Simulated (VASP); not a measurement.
AlRu, 8 atoms in the cell. The cell holds a slab with vacuum, 8 atoms: a = 2.992 Å, b = 2.992 Å, c = 25.471 Å, α = 90.00°, β = 90.00°, γ = 90.00°. 

```yaml
Program: VASP 6.6.1
Task: relaxation of the atoms
Functional: PBE
Dispersion: dDsC
Potentials_or_basis: VASP PAW PBE potentials, release 64 (Ru_pv, Al)
Cutoff: 520 eV
k_mesh: 7 × 7 × 1
Occupations: fermi-dirac, width 0.05 eV
Spin: no spin polarisation
Dipole_correction: yes
Atoms_held_fixed_from_0: "[0, 4, 1, 5]"
Further_INCAR_settings: ALGO = Fast; EDIFF = 1e-07; IBRION = 2; EDIFFG = -0.01; NSW = 40
```

Potentials or basis: VASP PAW PBE potentials, release 64 (Ru_pv, Al).

The run is started by

```sh
$ cat potpaw_PBE.64/Ru_pv/POTCAR potpaw_PBE.64/Al/POTCAR > POTCAR
$ mpirun -np 1 vasp_std > vasp.out
```

Hardware: 1 thread of AMD EPYC 9R45 96-Core Processor (Zen 5) (shared host).

**Question.** Estimate the wall time of this run.

**Answer.** Wall time 16 min on 1 thread of AMD EPYC 9R45 96-Core Processor (Zen 5), with other jobs on the host, peak memory 0.37 GiB. Counts: scf iterations 291, k points 10, ion steps 17.
